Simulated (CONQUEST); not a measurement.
**PbSe (Clausthalite) under changes of volume**

One of the cells (28.671 Å³/atom); the others are scaled copies at fixed shape and fractional positions:

```
Pb Se
1.0
     4.32841    0.00000    0.00000
     0.00000    4.32841    0.00000
     0.00000    0.00000    6.12130
Pb Se
2 2
Direct
  0.00000 0.00000 0.00000
  0.50000 0.50000 0.50000
  0.00000 0.00000 0.50000
  0.50000 0.50000 0.00000
```

* Program: CONQUEST 1.3
* Functional: PBE
* Potentials or basis: PseudoDojo NC PBE, SZP, grid of 48 × 48 × 60 points
* k mesh: 6 × 6 × 5
* Occupations: fermi-dirac, width 0.05 eV
* Spin: no spin polarisation

```csv
volume (Å³/atom),energy over the lowest point (meV/atom),pressure (GPa)
26.951,80.07,8.0
27.524,54.22,6.5
28.097,33.80,4.9
28.671,18.80,3.5
29.244,?,?
29.818,2.61,1.2
30.391,0.00,0.2
```

Question: What does the run at 29.244 Å³/atom give?

Answer: Energy over the lowest point 8.65 meV/atom; pressure 2.2 GPa.

Worked out: A Birch-Murnaghan fit of order 3 (a polynomial in V^(-2/3)) to the other rows has its minimum at 30.51 Å³/atom, just outside them, with B0 = V·E''(V) = 48 GPa and B' = 5.1. It gives 8.62 meV/atom at 29.244 Å³/atom, against the run's 8.65, and -dE/dV = 2.3 GPa, against 2.2.

Energies are extrapolated to zero smearing.

Caveats: the atomic basis is small; the basis of atomic orbitals isn't converged, which shifts pressures, moduli and gaps; the real-space grid breaks the cell's symmetry a little (some runs).
